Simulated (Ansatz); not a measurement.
## K: strain energy, fitted

K, Cmcm, a = 4.793 Å, b = 8.034 Å, c = 7.653 Å. This isn't the element's structure at ambient conditions. Ansatz: PBE, PAW, 420 eV, Γ-centred 10×6×6 mesh on 4 atoms, Gaussian smearing 0.10 eV; no spin polarisation. Series: strain along c alone, the other axes held, atoms relaxed; x is the strain in per cent. y is the free energy over the unstrained cell, V0 = 73.670 Å³/atom.

```
x (%) y (meV/atom)
 -4.5             ?
 -3.0          1.99
 -1.5          0.60
  0.0          0.00
  1.5          0.14
  3.0          0.98
  4.5          2.47
```

Fit y = c2 x² + c3 x³ to the other rows, turn c2 into a modulus, and predict the missing energy.

Least squares on the rows shown. y = 0.1768 x² − 0.01328 x³. In eV per unit strain² c2 is 1.768; this is C33 with relaxed ions (E = ½ C33 V0 ε²): 2 × 1.768 × 160.2 / (73.670) = 7.7 GPa. The unstrained cell keeps some stress along the strain, worth a slope of -0.15 meV/atom per %, which the form leaves out. With a term in x⁴ added, the coefficient of x² becomes 0.1349, 24 % less, which shows how far this figure hangs on the form. At x = -4.5 the fit asked for gives 4.79 meV/atom. The run gave 4.22 meV/atom, so the fit is 0.57 meV/atom too high, 14 % of the span of the series, against an rms of 0.17 meV/atom on the fitted rows. The row lies outside the fitted range. With a term in x⁴ added, a fit to the same known rows predicts 5.94 meV/atom, further off still.